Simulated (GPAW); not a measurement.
Crystal: AlRu.

```
Ru Al
1.0
     2.99160    0.00000    0.00000
     0.00000    2.99160    0.00000
     0.00000    0.00000    2.99160
Ru Al
1 1
Direct
  0.50000 0.50000 0.50000
  0.00000 0.00000 0.00000
```

| Quantity | Value |
| --- | --- |
| Program | GPAW 26.7.0 |
| Task | relaxation of cell and atoms |
| Functional | PBEsol |
| Dispersion | D4 |
| Potentials or basis | PAW data sets generated in the run's folder for this functional |
| Cutoff | 600 eV |
| Basis | pw |
| k mesh | 9 × 9 × 9 |
| Occupations | fermi-dirac, width 0.05 eV |
| Spin | no spin polarisation |

At the start: pressure -5.6 GPa; volume 13.39 Å³/atom.

Problem. Where does the relaxation end?

Solution. Over 3 steps the energy falls by 6.0 meV/atom and the volume is 13.03 Å³/atom (-2.6 %); space group Pm-3m (No. 221, to 0.05 Å).

Step by step:
```
step  energy change (eV)  largest force (eV/Å)  pressure (GPa)  volume (Å³)
   1              0.0000                0.0000           -5.61        26.77
   2             -0.0075                0.0000           -3.53        26.51
   3             -0.0120                0.0000            0.12        26.07
```

Final structure:
```yaml
crystal:
  lattice:
    - [2.96510, 0.00000, 0.00000]
    - [0.00000, 2.96510, 0.00000]
    - [0.00000, 0.00000, 2.96510]
  atoms:
    - { symbol: Ru, position: [0.50000, 0.50000, 0.50000] }
    - { symbol: Al, position: [0.00000, 0.00000, 0.00000] }
```

Caveat: later steps reuse the first step's grids; pairwise dispersion overbinds metals, which lowers pressure and volume.
